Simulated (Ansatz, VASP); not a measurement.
Given: the input of a run of VASP 6.6.1 on InPd.

INCAR

```
SYSTEM = InPd
PREC     = Accurate       ! precision mode
ENCUT    = 580            ! plane-wave cutoff, eV
EDIFF    = 1E-7           ! SCF threshold, eV
ISMEAR   = -1             ! smearing method
SIGMA    = 0.05           ! smearing width, eV
LREAL    = .False.        ! projectors in reciprocal space
LASPH    = .True.         ! aspherical terms in the spheres
NELM     = 80             ! most SCF steps
ALGO     = Normal         ! electronic algorithm
ISIF     = 3              ! what is computed and relaxed
LWAVE    = .False.        ! write WAVECAR
LCHARG   = .False.        ! write CHGCAR
GGA      = PE             ! functional
IBRION   = 2              ! ionic algorithm
NSW      = 40             ! ionic steps
EDIFFG   = -0.005         ! ionic threshold
```

File KPOINTS:

```
Automatic mesh
0
Gamma
  8 8 8
  0 0 0
```

File POSCAR:

```
InPd
1.0
    3.2718847800      0.0000000000      0.0000000000
    0.0000000000      3.2718847800      0.0000000000
    0.0000000000      0.0000000000      3.2718847800
In Pd
1 1
Direct
    0.0000000000      0.0000000000      0.0000000000
    0.5000000000      0.5000000000      0.5000000000
```

Potentials or basis: VASP PAW PBE potentials, release 64 (In, Pd).

The run is started by

```bash
$ cat potpaw_PBE.64/In/POTCAR potpaw_PBE.64/Pd/POTCAR > POTCAR
$ mpirun -np 1 vasp_std > vasp.out
```

**Question.** Translate it to Ansatz 0.2.0. Potentials there: Ansatz PAW.

**Answer.** As run (the cutoff follows the program's own potentials):

input.yaml

```yaml
crystal:
  lattice:
    - [3.27188478, 0.0, 0.0]
    - [0.0, 3.27188478, 0.0]
    - [0.0, 0.0, 3.27188478]
  atoms:
    - { symbol: In, position: [0.0, 0.0, 0.0] }
    - { symbol: Pd, position: [0.5, 0.5, 0.5] }
hamiltonian:
  xc: pbe
  pseudopotentials: { kind: paw }
kpoints:
  mp_grid: { grid: [8, 8, 8] }
scf:
  occupations: { method: fermi_dirac, width: 0.05 }
output:
  forces: true
  stress: true
  eigenvalues: true
relax:
  f_tol: 0.01
  max_steps: 40
  cell: { stress_tol: 0.05 }
```

Potentials or basis: Ansatz PAW.

Command:

```sh
$ ansatz run input.yaml --threads 2 --pin off --max-ram 5632MiB --backend cpu --events-out ev --progress --plain --runs-dir out
```

Both were run:

|  | VASP | Ansatz | Ansatz less VASP |
| --- | --- | --- | --- |
| gap on the k mesh at the Fermi level, each at its own relaxed structure (eV) | none | none | - |
| relaxed volume (Å³/atom) | 17.96 | 18.04 | +0.070 |
| relaxed cell length with the largest relative difference (Å) | 3.300 | 3.304 | +0.0043 |
| energy change over the relaxation (meV/atom) | -4 | -6 | -1.3 |

A gap of «none» marks a metal or a gap that the smearing closes. The two sets of potentials don't hold the same shells in valence.

Caveats: the plane-wave basis is chosen anew once the cell has moved, so the energies of steps on either side of that aren't comparable (Ansatz).
